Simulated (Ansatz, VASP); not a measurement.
**KMgF3 in VASP and in Ansatz**

```xyz
5
Lattice="3.9859 0.0000 0.0000 0.0000 3.9859 0.0000 0.0000 0.0000 3.9859" Properties=species:S:1:pos:R:3 pbc="T T T"
K     1.9929    1.9929    1.9929
Mg    0.0000    0.0000    0.0000
F     1.9929    0.0000    0.0000
F     0.0000    1.9929    0.0000
F     0.0000    0.0000    1.9929
```

Alike in both runs: task single point; functional r2SCAN; dispersion D4; k mesh 4 × 4 × 4; no spin polarisation.

|  | VASP | Ansatz |
| --- | --- | --- |
| version | VASP 6.6.1 | Ansatz 0.2.0 |
| potentials or method | VASP PAW PBE potentials, release 64 (K_sv, Mg, F) | plane waves, norm-conserving potentials |
| plane-wave cutoff (eV) | 520 | 1250 |
| occupations | gaussian, width 0.01 eV | fixed |
| valence electrons in the cell | 32 | 40 |

```tsv
	VASP	Ansatz	Ansatz less VASP
gap on the k mesh at the Fermi level (eV)	8.25	8.30	+0.049
pressure (GPa)	-1.4	-1.0	+0.38
dispersion energy (meV/atom)	-35.0	-35.0	-0.05
```

The two sets of potentials don't hold the same shells in valence. Ansatz warned: «stress_scf_threshold_loose».

Caveats: the PAW data sets were made with another functional, which shifts forces and pressure a little (VASP). A k mesh can miss the band edges. r2SCAN opens gaps a little over a GGA but as a rule still falls short of measured ones.
